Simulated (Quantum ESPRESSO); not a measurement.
MoS2:

```
CELL_PARAMETERS angstrom
1.58000 0.91221 6.15000
-1.58000 0.91221 6.15000
0.00000 -1.82443 6.15000
ATOMIC_POSITIONS crystal
Mo 0.00000 0.00000 0.00000
S 0.41700 0.41700 0.41700
S 0.25000 0.25000 0.25000
```

Measurements of this composition are mostly on another form, of space group No. 194.

Base run:

- Program: Quantum ESPRESSO 7.5
- Functional: LDA
- Potentials or basis: GBRV 1.5 LDA
- Cutoff: 612 eV
- Density cutoff: 4898 eV
- k mesh: 10 × 10 × 10
- Occupations: fermi-dirac, width 0.05 eV
- Spin: no spin polarisation

Its results: band gap on the k mesh 0.88 eV, indirect (least direct gap 1.96 eV); pressure -2.6 GPa; largest force 0.087 eV/Å.

Problem. The run is repeated on the same cell with these changes: functional from LDA to PBEsol; potentials or basis from GBRV 1.5 LDA to GBRV 1.5 PBEsol. What comes out?

Solution. Band gap on the k mesh 0.91 eV, indirect (least direct gap 1.96 eV); pressure 0.0 GPa; largest force 0.242 eV/Å.

A k mesh can miss the band edges.

Not every run made on this cell is shown here.
